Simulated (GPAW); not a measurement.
Crystal: Fe.

```
CELL_PARAMETERS angstrom
-1.44300 1.44300 1.44300
1.44300 -1.44300 1.44300
1.44300 1.44300 -1.44300
ATOMIC_POSITIONS crystal
Fe 0.00000 0.00000 0.00000
```

- Program: GPAW 26.7.0
- Task: relaxation of cell and atoms
- Functional: PBEsol
- Potentials or basis: PAW data sets generated in the run's folder for this functional
- Cutoff: 600 eV
- Basis: pw
- k mesh: 13 × 13 × 13
- Occupations: fermi-dirac, width 0.05 eV
- Spin: collinear spin, ferromagnetic start
- Starting moments: [3.0] μB

At the start: pressure -16.0 GPa; volume 12.02 Å³/atom.

Task: How do energy, volume and symmetry change on relaxing?

Result: Over 4 steps the energy falls by 60.5 meV/atom and the volume is 10.95 Å³/atom (-8.9 %); space group Im-3m (No. 229, to 0.05 Å); moment 2.07 μB per cell.

Step by step:
```csv
step,energy change (eV),largest force (eV/Å),pressure (GPa),volume (Å³)
1,0.0000,0.0000,-15.96,12.02
2,-0.0475,0.0000,-8.69,11.42
3,-0.0592,0.0000,2.83,10.81
4,-0.0605,0.0000,-0.15,10.95
```

Final structure:
```
Fe
1.0
    -1.39879    1.39879    1.39879
     1.39879   -1.39879    1.39879
     1.39879    1.39879   -1.39879
Fe
1
Direct
  0.00000 0.00000 0.00000
```

Caveat: each step starts from the last one's moments, so a moment once lost doesn't come back; later steps reuse the first step's grids.
